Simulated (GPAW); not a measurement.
# PbSe (Clausthalite) (Fm-3m) in GPAW: a series of runs, part 2 of 2

GPAW 26.7.0. Earlier steps stand in the parts before.

### 3 Wannier functions, LDA

run.py reads:

```python
import json
import numpy as np
from ase.dft.bandgap import bandgap
from ase.dft.wannier import Wannier
from ase.io import read, write
from ase.units import GPa
from gpaw import GPAW, PW, setup_paths

setup_paths.insert(0, '.')

atoms = read('POSCAR')

calc = GPAW(mode=PW(600),
            xc='LDA',
            kpts={'size': (8, 8, 8), 'gamma': True},
            occupations={'name': 'fermi-dirac', 'width': 0.05},
            nbands=19,
            convergence={'density': 1e-05, 'energy': 1e-05},
            maxiter=150,
            txt='gpaw.txt')
atoms.calc = calc
energy = atoms.get_potential_energy()
forces = atoms.get_forces()
stress = atoms.get_stress()
calc.write('gs.gpw')
write('result.traj', atoms)
print(f'Energy: {energy:.6f} eV')
print('Forces (eV/A):')
print(forces.round(4))
print('Stress (GPa):', (stress / GPa).round(3))
print('Fermi level:', round(calc.get_fermi_level(), 4), 'eV')
print(f'Gap: {bandgap(calc)[0]:.4f} eV, direct: {bandgap(calc, direct=True)[0]:.4f} eV')

nocc = int(round(calc.get_number_of_electrons() / 2))
full = calc.fixed_density(kpts={'size': (4, 4, 4), 'gamma': True}, symmetry='off', nbands=nocc + 6,
                          convergence={'bands': nocc}, txt='full.txt')
wan, values = None, []
for seed in range(6):  # several starts, since the search can end in a local maximum
    trial = Wannier(nwannier=nocc, calc=full, nbands=nocc, functional='var',
                    initialwannier='random' if seed == 0 else 'random', rng=np.random.RandomState(seed))
    trial.localize(tolerance=1e-6)
    values.append(trial.get_functional_value())
    print(f'start {seed}: functional {values[-1]:.5f}', flush=True)
    if values[-1] == max(values):
        wan = trial
wan.localize(step=0.1, tolerance=1e-8)
wan.translate_all_to_cell((0, 0, 0))
centres, spreads = wan.get_centers(), wan.get_spreads()
for x, s in zip(centres, spreads):
    d = np.linalg.norm(atoms.repeat(3).positions - atoms.cell.sum(0) - x, axis=1)
    print(x.round(4), f'spread {s:.4f} A^2, nearest {atoms[d.argmin() % len(atoms)].symbol} at {d.min():.3f} A')
onsite = wan.get_hopping((0, 0, 0)).diagonal().real
print('On-site energies:', onsite.round(4))
json.dump({'centres': centres.tolist(), 'spreads': spreads.tolist(), 'onsite': onsite.tolist(), 'values': values},
          open('wannier.json', 'w'))
```

POSCAR reads:

```
PbSe
1.0
    0.0000000000      3.0606500000      3.0606500000
    3.0606500000      0.0000000000      3.0606500000
    3.0606500000      3.0606500000      0.0000000000
Pb Se
1 1
Direct
    0.0000000000      0.0000000000      0.0000000000
    0.5000000000      0.5000000000      0.5000000000
```

Potentials or basis: PAW data sets generated in the run's folder for this functional, pw.

Started as:

```
$ gpaw-setup -f LDA Pb Se
$ OMP_NUM_THREADS=1 python run.py
```

gpaw.txt:

```text
__  _  _
 | _ |_)|_||  |
 |__||  | ||/\| - 26.7.0

Input parameters:
  mode=PW(ecut=600.0),
  convergence={'density': 1e-05, 'energy': 1e-05},
  kpts=MonkhorstPack(size=(8, 8, 8), gamma=True),
  maxiter=150,
  nbands=19,
  occupations=Occupations(name='fermi-dirac', width=0.05),
  xc=XC(name='LDA')

Diagonalizing LCAO Hamiltonian
Converting LCAO to pw mode

                Se

       Pb

Atoms  # Å, Bohr magnetons
|   | symbol |        x |        y |        z |    initial magnetic moments |
|---|--------|----------|----------|----------|-----------------------------|
| 0 |     Pb | 0.000000 | 0.000000 | 0.000000 | ( 0.0000,  0.0000,  0.0000) |
| 1 |     Se | 3.060650 | 3.060650 | 3.060650 | ( 0.0000,  0.0000,  0.0000) |

Unit cell  # Å
| periodic |        x |        y |        z |  lengths |    angles |
|----------|----------|----------|----------|----------|-----------|
|      yes | 0.000000 | 3.060650 | 3.060650 | 4.328413 | 60.000000 |
|      yes | 3.060650 | 0.000000 | 3.060650 | 4.328413 | 60.000000 |
|      yes | 3.060650 | 3.060650 | 0.000000 | 4.328413 | 60.000000 |

[... 202 lines left out ...]
  Coulomb:         -15.360318
  Zero:             -0.051622
  External:          0.000000
  Xc:               -8.940130
  Entropy:          -0.000774
  Spinorbit:         0.000000
  ----------------------------
  Free energy:      -9.699651
  Extrapolated:     -9.699264

dipole moment: (-25.973971, -25.973971, -25.973971)  # |e|*Ang

Fermi level: 5.844
Eigenvalues  # (at kpt = [0.000, 0.000, 0.000])
| band index |      eig [eV] | occ [0-2] |
|------------|---------------|-----------|
|          0 |       -10.967 |     2.000 |
|        ... |               |           |
|          2 |       -10.959 |     2.000 |
|          3 |       -10.959 |     2.000 |
|          4 |       -10.959 |     2.000 |
|          5 |        -7.859 |     2.000 |
|          6 |        -0.615 |     2.000 |
|          7 |         3.895 |     2.000 |
[... 9 lines left out ...]
|         17 |        14.043 |     0.000 |
|         18 |        14.803 |     0.000 |

Gap: 0.142 eV
Transition (v -> c):
  (s=0, k=28, n=9, [0.50, 0.50, 0.50]) -> (s=0, k=28, n=10, [0.50, 0.50, 0.50])
No difference between direct/indirect transitions

Forces  # eV/Ang
|        x |        y |        z |
|----------|----------|----------|
| -0.00000 | -0.00000 | -0.00000 |  # Pb   0
|  0.00000 |  0.00000 |  0.00000 |  # Se   1

Stress tensor  # eV/Ang^3
|         x |         y |         z |
|-----------|-----------|-----------|
|  0.014498 | -0.000000 | -0.000000 |
| -0.000000 |  0.014498 |  0.000000 |
| -0.000000 |  0.000000 |  0.014498 |

# Writing to gs.gpw (mode='')
```

full.txt:

```text
Diagonalizing LCAO Hamiltonian
Converting LCAO to pw mode
convergence criteria:
- Maximum integral of absolute [eigenst]ate change: 4e-08 eV^2 / valence electron
maximum number of iterations: 150

SCF iterations
|iter     | |      energy | eigst |  dens |
|---------|-|-------------|-------|-------|
|iter:   1| |             | -0.05 |       |
|iter:   2| |             | -1.93 |       |
|iter:   3| |             | -3.35 |       |
|iter:   4| |             | -4.49 |       |
|iter:   5| |             | -5.45 |       |
|iter:   6| |             | -6.38 |       |
|iter:   7| |             | -7.16 |       |
|iter:   8| |             | -7.79c|       |
SCF steps: 8
  __  _  _
 | _ |_)|_||  |
 |__||  | ||/\| - 26.7.0

Input parameters:
  mode=PW(ecut=600.0),
  convergence={'bands': 10},
  gpts=array([25, 25, 25]),
  kpts=MonkhorstPack(size=(4, 4, 4), gamma=True),
  maxiter=150,
  nbands=16,
  occupations=Occupations(name='fermi-dirac', width=0.05),
  symmetry=Symmetry(point_group=False, time_reversal=False),
  xc=XC(name='LDA')
```

Wall time 3.5 min (1 thread of Arm Neoverse V1, shared host); peak memory 0.25 GiB.

What came out:

* Free energy: -9.6997 eV
* Pressure: -2.3 GPa
* Band gap on the k mesh: 0.14 eV, direct
* Total Wannier spread: 13.05 Å² over 10 functions

Wannier centres (Å) and spreads (Å²):
| function | x | y | z | spread |
| --- | --- | --- | --- | --- |
| 1 | 3.060 | 3.060 | 0.002 | 0.729 |
| 2 | 0.004 | 0.010 | 0.011 | 0.699 |
| 3 | 3.058 | 3.055 | 0.008 | 0.698 |
| 4 | 3.413 | 3.413 | 2.724 | 2.092 |
| 5 | 3.157 | 2.508 | 2.962 | 2.236 |
| 6 | 0.005 | 3.063 | 3.059 | 0.717 |
| 7 | 3.157 | 3.157 | 3.610 | 2.236 |
| 8 | 2.508 | 3.157 | 2.962 | 2.236 |
| 9 | 6.119 | 3.062 | 3.061 | 0.713 |
| 10 | 3.059 | 3.060 | 0.002 | 0.698 |

Caveat: spin-orbit coupling is left out, which as a rule narrows the gap of such compounds by several tenths of an eV.

### 4 Comparison with measurements

Step 2. A measured gap of PbSe is 0.28 eV (direct; 300 K; a printed reference work, monograph); the calculated 0.28 eV misses it by 0.00 eV. 2 values of this kind are on record (0.15 to 0.28 eV); this one was drawn at random. Spin-orbit coupling on Pb, Se is left out. The value is that of vdW-DF-cx in an atomic basis (GPAW PAW data sets (gpaw-data 1.2.1), lcao:dzp), whose error adds to the functional's, on a finite k mesh, which can miss the band edges, without temperature or zero-point motion.

Step 3. Measured gap of PbSe: 0.15 eV (direct; 4.2 K; a printed reference work, monograph). This calculation gives 0.14 eV (-0.01 eV). 2 values of this kind are on record (0.15 to 0.28 eV); this one was drawn at random. Spin-orbit coupling on Pb, Se is left out. The value is that of LDA on a finite k mesh, which can miss the band edges, without temperature or zero-point motion. Semilocal functionals fall short of measured gaps as a rule.
